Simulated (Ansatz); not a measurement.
Write the native input for Ansatz 0.2.0 that does the following.

* Task: band structure
* Functional: PBEsol
* Potentials or basis: Ansatz PAW
* Cutoff: 420 eV (not typed: the program's choice for these potentials)
* k mesh: 10 × 10 × 10
* Occupations: fermi-dirac, width 0.05 eV
* Spin: no spin polarisation
* Hubbard terms: Hf d U = 1 eV
* Path: [["G", "X", "W", "K", "G", "L", "U", "W", "L", "K"], ["U", "X"]]
* Points for each segment of the path: 14
* Hubbard projectors: ortho-atomic (the default)
* Double counting: fll (the default)

The system is HfN.

```
Hf N
1.0
     0.00000    2.25600    2.25600
     2.25600    0.00000    2.25600
     2.25600    2.25600    0.00000
Hf N
1 1
Direct
  0.00000 0.00000 0.00000
  0.50000 0.50000 0.50000
```

These files were run (other wordings do the same):

input.yaml

```yaml
crystal:
  lattice:
    - [0.0, 2.256, 2.256]
    - [2.256, 0.0, 2.256]
    - [2.256, 2.256, 0.0]
  atoms:
    - { symbol: Hf, position: [0.0, 0.0, 0.0] }
    - { symbol: "N", position: [0.5, 0.5, 0.5] }
hamiltonian:
  xc: pbesol
  pseudopotentials: { kind: paw }
  hubbard: { sites: [{ species: Hf, l: d, u_eff: 1.0 }] }
kpoints:
  mp_grid: { grid: [10, 10, 10] }
  band_path:
    path:
      - [[0.0, 0.0, 0.0], [0.5, 0.0, 0.5], [0.5, 0.25, 0.75], [0.375, 0.375, 0.75], [0.0, 0.0, 0.0], [0.5, 0.5, 0.5], [0.625, 0.25, 0.625], [0.5, 0.25, 0.75], [0.5, 0.5, 0.5], [0.375, 0.375, 0.75]]
      - [[0.625, 0.25, 0.625], [0.5, 0.0, 0.5]]
    npoints: 14
scf:
  occupations: { method: fermi_dirac, width: 0.05 }
  n_extra_bands: 6
output:
  forces: true
  stress: true
  eigenvalues: true
  fatbands: false
  write_density: true
  write_potential: true
  elf: true
  volumetric_format: npy
```

Potentials or basis: Ansatz PAW.

Command:

```bash
$ ansatz run input.yaml --threads 2 --pin off --max-ram 5632MiB --backend cpu --events-out ev --progress --plain --runs-dir out
```

Results of the run:

```
Pressure               : -0.6 GPa
Band gap on the k mesh : none (metal or under the smearing width)
```

Caveat: the pressure holds a Pulay correction of +0.5 GPa for the finite cutoff; spin-orbit coupling is left out, which moves the levels of the heavy elements; U without spin polarisation on a metal has little footing; the PAW data sets come from PBE, with cores solved anew for the run's functional, which leaves a small shift of forces and pressure.

Wall time 2.9 s on 2 threads of Intel(R) Xeon(R) Platinum 8488C (Sapphire Rapids), with other jobs on the host, peak memory 0.4 GiB.
